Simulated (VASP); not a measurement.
# AlN (P6_3mc) in VASP: a series of runs, part 2 of 2

VASP 6.6.1. Earlier steps stand in the parts before.

## Step 5: Relaxation of shape and atoms at fixed volume, LDA (a relaxed cell with its volume scaled by 0.91)

Contents of INCAR:

```
PREC = Accurate ; ENCUT = 520
EDIFF = 1E-7 ; ISMEAR = 0
SIGMA = 0.02 ; LREAL = F
LASPH = T ; NELM = 80
ALGO = Normal ; ISIF = 4
LWAVE = F ; LCHARG = F
IBRION = 2 ; NSW = 80
EDIFFG = -0.002
```

Contents of KPOINTS:

```
regular mesh
0
Gamma
  12 12 6
```

Contents of POSCAR:

```
AlN                                     
1.0
    2.9961327265      0.0000000000      0.0000000000
   -1.4980663633      2.5947270524      0.0000000000
    0.0000000000      0.0000000000      4.7952895626
  Al              N             
     2     2
Direct
     0.3333333300000021    0.6666666699999979    0.9990168631311178
     0.6666666699999979    0.3333333300000021    0.4990168631311178
     0.3333333300000021    0.6666666699999979    0.3809831368688847
     0.6666666699999979    0.3333333300000021    0.8809831368688847
```

On the command line:

```console
$ cat potpaw_LDA.64/Al/POTCAR potpaw_LDA.64/N/POTCAR > POTCAR
$ mpirun -np 1 vasp_std > vasp.out
```

Run time: 34 s. Hardware: 1 thread of Intel Xeon Platinum 8488C (Sapphire Rapids), shared host; peak memory 0.15 GiB.

Results (log left out):

- Free energy: -32.5851 eV
- Energy gained by relaxing: 0.4 meV/atom
- Ionic steps: 5
- Pressure after relaxing: 23.8 GPa
- Band gap on the k mesh: 4.91 eV, indirect (least direct gap 5.19 eV)

The path:
```tsv
step	energy change (eV)	largest force (eV/Å)	pressure (GPa)	volume (Å³)
1	0.0000	0.0447	24.01	37.28
2	-0.0012	0.0635	23.92	37.28
3	-0.0014	0.0778	23.86	37.28
4	-0.0017	0.0219	23.79	37.28
5	-0.0018	0.0002	23.81	37.28
```

Final structure:
```
Al N
1.0
     3.00527    0.00000    0.00000
    -1.50264    2.60264    0.00000
     0.00000    0.00000    4.76617
Al N
2 2
Direct
  0.33333 0.66667 0.99765
  0.66667 0.33333 0.49765
  0.33333 0.66667 0.38235
  0.66667 0.33333 0.88235
```

Levels at points of the mesh, in eV from the valence-band top:
| k point | band 4 | band 5 | band 6 | band 7 | band 8 | band 9 | band 10 | band 11 | band 12 |
| --- | --- | --- | --- | --- | --- | --- | --- | --- | --- |
| (0.00, 0.00, 0.00) | -1.07 | -1.07 | -0.36 | -0.36 | 0.00 | 5.19 | 7.39 | 11.42 | 11.59 |
| (0.50, 0.00, 0.00) | -4.53 | -3.72 | -2.41 | -2.03 | -0.82 | 5.91 | 5.92 | 8.99 | 10.90 |
| (0.00, 0.00, 0.50) | -3.54 | -0.73 | -0.73 | -0.73 | -0.73 | 7.33 | 7.33 | 11.05 | 11.05 |
| (0.50, 0.00, 0.50) | -6.21 | -1.71 | -1.71 | -1.52 | -1.52 | 5.53 | 5.53 | 9.69 | 9.69 |

## Step 6: Relaxation of shape and atoms at fixed volume, LDA (a relaxed cell with its volume scaled by 1.09)

INCAR is that of step 5.

KPOINTS is that of step 5.

Edit POSCAR of step 5 so:

```diff
@@ -2,5 +2,5 @@
 1.0
-    2.9961327265      0.0000000000      0.0000000000
-   -1.4980663633      2.5947270524      0.0000000000
-    0.0000000000      0.0000000000      4.7952895626
+    3.1819211762      0.0000000000      0.0000000000
+   -1.5909605881      2.7556245694      0.0000000000
+    0.0000000000      0.0000000000      5.0926426823
   Al              N
```

Potentials or basis: VASP PAW LDA potentials, release 64 (Al, N).

On the command line:

```console
$ cat potpaw_LDA.64/Al/POTCAR potpaw_LDA.64/N/POTCAR > POTCAR
$ mpirun -np 1 vasp_std > vasp.out
```

OUTCAR:

```text
PREC = Accurate
   ENCUT = 520
   EDIFF = 1E-7
   ISMEAR = 0
   LREAL = F
   LASPH = T
   NELM = 80
   ISIF = 4
   IBRION = 2
   NSW = 80
   EDIFFG = -0.002

 ion  position               nearest neighbor table
   1  0.333  0.667  0.999-   4 1.93   4 1.93   4 1.93   3 1.95   2 3.14   2 3.14   2 3.14   2 3.14
                             2 3.14   2 3.14
   2  0.667  0.333  0.499-   3 1.93   3 1.93   3 1.93   4 1.95   1 3.14   1 3.14   1 3.14   1 3.14
                             1 3.14   1 3.14
   3  0.333  0.667  0.381-   2 1.93   2 1.93   2 1.93   1 1.95
   4  0.667  0.333  0.881-   1 1.93   1 1.93   1 1.93   2 1.95

  LATTYP: Found a hexagonal cell.
 ALAT       =     3.1819211762
 C/A-ratio  =     1.6004930356

  Lattice vectors:

 A1 = (   3.1819211762,   0.0000000000,   0.0000000000)
 A2 = (  -1.5909605881,   2.7556245694,   0.0000000000)
 A3 = (   0.0000000000,   0.0000000000,   5.0926426823)

Analysis of symmetry for initial positions (statically):
=====================================================================
 Subroutine PRICEL returns:
 Original cell was already a primitive cell.

 Routine SETGRP: Setting up the symmetry group for a
 hexagonal supercell.

 Subroutine GETGRP returns: Found 12 space group operations
 (whereof  6 operations were pure point group operations)
 out of a pool of 24 trial point group operations.

The static configuration has the point symmetry C_3v.
 The point group associated with its full space group is C_6v.

Analysis of symmetry for dynamics (positions and initial velocities):
=====================================================================
 Subroutine PRICEL returns:
 Original cell was already a primitive cell.

 Routine SETGRP: Setting up the symmetry group for a
 hexagonal supercell.

 Subroutine GETGRP returns: Found 12 space group operations
 (whereof  6 operations were pure point group operations)
 out of a pool of 24 trial point group operations.

The dynamic configuration has the point symmetry C_3v.
 The point group associated with its full space group is C_6v.

 Subroutine INISYM returns: Found 12 space group operations
 (whereof  6 operations are pure point group operations),
 and found     1 'primitive' translations

----------------------------------------------------------------------------------------

                                     Primitive cell

  volume of cell :      44.6532

  direct lattice vectors                    reciprocal lattice vectors
     3.181921176  0.000000000  0.000000000     0.314275541  0.181447068  0.000000000
    -1.590960588  2.755624569  0.000000000     0.000000000  0.362894137  0.000000000
     0.000000000  0.000000000  5.092642682     0.000000000  0.000000000  0.196361705

  length of vectors
     3.181921176  3.181921174  5.092642682     0.362894137  0.362894137  0.196361705

  position of ions in fractional coordinates (direct lattice)
     0.333333330  0.666666670  0.999016863
     0.666666670  0.333333330  0.499016863
     0.333333330  0.666666670  0.380983137
     0.666666670  0.333333330  0.880983137

  ion indices of the primitive-cell ions
   primitive index   ion index
                 1           1
                 2           2
                 3           3
                 4           4

[... 62 lines left out ...]
   PREC   = accura    normal or accurate (medium, high low for compatibility)
   ISTART =      0    job   : 0-new  1-cont  2-samecut
   ICHARG =      2    charge: 1-file 2-atom 10-const
   ISPIN  =      1    spin polarized calculation?
   LNONCOLLINEAR =      F non collinear calculations
   LSORBIT =      F    spin-orbit coupling
   LASPH  =      T    aspherical Exc in radial PAW
   ENCUT  =  520.0 eV  38.22 Ry    6.18 a.u.   5.92  5.92  9.47*2*pi/ulx,y,z
   NELM   =     80;   NELMIN=  2; NELMDL= -5     # of ELM steps
   EDIFF  = 0.1E-06   stopping-criterion for ELM
   LREAL  =      F    real-space projection
   EDIFFG = -.2E-02   stopping-criterion for IOM
   NSW    =     80    number of steps for IOM
   IBRION =      2    ionic relax: 0-MD 1-quasi-New 2-CG
   NFREE  =      1    steps in history (QN), initial steepest desc. (CG)
   ISIF   =      4    stress and relaxation
   ISYM   =      2    0-nonsym 1-usesym 2-fastsym
   POTIM  = 0.5000    time-step for ionic-motion
   TEBEG  =    0.0;   TEEND  =   0.0 temperature during run
   PSTRESS=    0.0 pullay stress
   NELECT =      16.0000    total number of electrons
   NUPDOWN=      -1.0000    fix difference up-down
   EMIN   =  10.00;   EMAX   =-10.00  energy-range for DOS
   EFERMI =   0.00;   METHOD = LEGACY
   ISMEAR =     0;   SIGMA  =   0.02  broadening in eV -4-tet -1-fermi 0-gaus
   EFERMI_NEDOS =   21; number of points for ismear=-14 and -15
   IALGO  =     38    algorithm
   IMIX   =      4    mixing-type and parameters
     AMIX     =   0.40;   BMIX     =  1.00
     AMIX_MAG =   1.60;   BMIX_MAG =  1.00
  volume/ion in A,a.u.               =      11.16        75.33
  Fermi-wavevector in a.u.,A,eV,Ry     =   1.162779  2.197334 18.395833  1.352056
  Thomas-Fermi vector in A             =   2.299336
   LORBIT       =      0    0 simple, 1 ext, 2 COOP (PROOUT), +10 PAW based schemes
   GGA     = CA    functional components
   LHFCALC =     F    Hartree Fock is set to
   AEXX    =    0.0000 exact exchange contribution
   IVDW    =     0    specifies the selected vdW correction
   LEPSILON=     F    determine dielectric tensor
   LRPA    =     F    only Hartree local field effects (RPA)
 conjugate gradient relaxation of ions
 non-spin polarized calculation
 Gauss-broadening in eV      SIGMA  =   0.02
  energy-cutoff  :      520.00
  volume of cell :       44.65
 maximum number of plane-waves:      1217
 NGX is ok and might be reduce to    24
   NGX = 11   NGY = 11   NGZ = 19

--------------------------------------- Ionic step        1  -------------------------------------------

 number of electron      16.0000005 magnetization

 Free energy of the ion-electron system (eV)
  ---------------------------------------------------
  ext. energy  EPLUGINS =         0.00000000
  ---------------------------------------------------
  free energy    TOTEN  =       -32.65267296 eV

  energy without entropy =      -32.65267296  energy(sigma->0) =      -32.65267296

------------------------ aborting loop because EDIFF is reached ----------------------------------------

  FORCE on cell =-STRESS in cart. coord.  units (eV):
  Direction    XX          YY          ZZ          XY          YZ          ZX
  --------------------------------------------------------------------------------------
  -------------------------------------------------------------------------------------
  Total       -4.4004672     -4.4004672     -4.1034289      0.0000000      0.0000000      0.0000000
  in kB     -157.8907542   -157.8907539   -147.2328845      0.0000000      0.0000000      0.0000000
  external PRESSURE =    -154.3381308 kB  Pullay stress =       0.0000000 kB
[... 139 lines left out ...]
--------------------------------------- Ionic step        5  -------------------------------------------

 number of electron      16.0000005 magnetization

 Free energy of the ion-electron system (eV)
  ---------------------------------------------------
  ext. energy  EPLUGINS =         0.00000000
  ---------------------------------------------------
  free energy    TOTEN  =       -32.65338744 eV

  energy without entropy =      -32.65338744  energy(sigma->0) =      -32.65338744

 E-fermi :   5.3336     XC(G=0): -10.9580

 val. band max:        5.2333404138   @ k =   0.0000   0.0000   0.0000
 cond. band min:       8.9094234679   @ k =   0.0000   0.0000   0.0000
 fundamental gap:      3.6760830541
 Fermi energy:         5.3336439705

 k-point     1 :       0.0000    0.0000    0.0000
  band No.  band energies     occupation
      1      -9.3711      2.00000
      2      -7.3717      2.00000
      3      -0.5078      2.00000
      4       4.4484      2.00000
      5       4.4484      2.00000
      6       5.0750      2.00000
      7       5.0750      2.00000
      8       5.2333      2.00000
      9       8.9094      0.00000
     10      11.2788      0.00000
     11      15.1783      0.00000
     12      15.7742      0.00000
[... 331 lines left out ...]
 k-point    24 :       0.3333    0.0000    0.1667
  band No.  band energies     occupation
      1      -8.1198      2.00000
      2      -6.9737      2.00000
      3       0.5250      2.00000
      4       1.4424      2.00000
      5       2.0274      2.00000
      6       3.5730      2.00000
      7       4.4793      2.00000
      8       4.6272      2.00000
      9      10.7148      0.00000
     10      11.5363      0.00000
     11      13.1221      0.00000
     12      14.7437      0.00000

 [... further k-points ...]
[... 5 lines left out ...]
  --------------------------------------------------------------------------------------
  -------------------------------------------------------------------------------------
  Total       -4.2874114     -4.2874114     -4.2900058      0.0000000     -0.0000000      0.0000000
  in kB     -153.8342604   -153.8342603   -153.9273508      0.0000000     -0.0000000      0.0000000
  external PRESSURE =    -153.8652905 kB  Pullay stress =       0.0000000 kB
[... 19 lines left out ...]
  FREE ENERGIE OF THE ION-ELECTRON SYSTEM (eV)
  ---------------------------------------------------
  free  energy   TOTEN  =       -32.6533874352 eV

  energy  without entropy=      -32.6533874352  energy(sigma->0) =      -32.65338744

 reached required accuracy - stopping structural energy minimisation
```

OSZICAR:

```text
N       E                     dE             d eps       ncg     rms          rms(c)
DAV:   1     0.474796808231E+02    0.47480E+02   -0.75090E+03  1824   0.118E+03
DAV:   2    -0.335187525453E+02   -0.80998E+02   -0.74247E+02  2668   0.208E+02
DAV:   3    -0.373985378279E+02   -0.38798E+01   -0.38604E+01  2384   0.497E+01
[... 34 lines left out ...]
       N       E                     dE             d eps       ncg     rms          rms(c)
DAV:   1    -0.326533874634E+02   -0.83406E-05   -0.16384E-03  1824   0.370E-01    0.774E-03
DAV:   2    -0.326533883934E+02   -0.93003E-06   -0.25860E-05  2140   0.434E-02    0.488E-03
DAV:   3    -0.326533874728E+02    0.92063E-06   -0.10481E-06  2132   0.118E-02    0.166E-03
DAV:   4    -0.326533874352E+02    0.37578E-07   -0.73680E-07  1828   0.715E-03
   5 F= -.32653387E+02 E0= -.32653387E+02  d E =-.590789E-04
```

Run time: 36 s. Hardware: 1 thread of Intel Xeon Platinum 8488C (Sapphire Rapids), shared host; peak memory 0.16 GiB.

Results:

```yaml
Free_energy: -32.6534 eV
Energy_gained_by_relaxing: 0.2 meV/atom
Ionic_steps: 5
Pressure_after_relaxing: -15.4 GPa
Band_gap_on_the_k_mesh: 3.68 eV, direct
```

The path:
| step | energy change (eV) | largest force (eV/Å) | pressure (GPa) | volume (Å³) |
| --- | --- | --- | --- | --- |
| 1 | 0.0000 | 0.0330 | -15.43 | 44.65 |
| 2 | -0.0006 | 0.0270 | -15.40 | 44.65 |
| 3 | -0.0007 | 0.0244 | -15.39 | 44.65 |
| 4 | -0.0007 | 0.0094 | -15.39 | 44.65 |
| 5 | -0.0007 | 0.0004 | -15.39 | 44.65 |

Final structure:
```
CELL_PARAMETERS angstrom
3.17668 0.00000 0.00000
-1.58834 2.75108 0.00000
0.00000 0.00000 5.10947
ATOMIC_POSITIONS crystal
Al 0.33333 0.66667 0.99968
Al 0.66667 0.33333 0.49968
N 0.33333 0.66667 0.38032
N 0.66667 0.33333 0.88032
```

A k mesh can miss the band edges.

## Step 7: The runs side by side

```tsv
cell	gap on the mesh (eV)	pressure (GPa)
relaxed at fixed volume from: a relaxed cell with its volume scaled by 1.03	4.15	-5.9
relaxed at fixed volume from: a relaxed cell with its volume scaled by 0.94	4.91	14.7
relaxed at fixed volume from: a relaxed cell with its volume scaled by 1.06	3.91	-11.0
relaxed at fixed volume from: a relaxed cell with its volume scaled by 0.91	4.91	23.8
relaxed at fixed volume from: a relaxed cell with its volume scaled by 1.09	3.68	-15.4
```

Alike in all rows: task relaxation of shape and atoms at fixed volume; level LDA; potentials or basis VASP PAW LDA potentials, release 64 (Al, N); no spin polarisation; k mesh 12 × 12 × 6; cutoff (eV) 520; smearing gaussian 0.02 eV.

Total energies depend on the potentials used, so only differences within one code and one set of settings carry meaning.
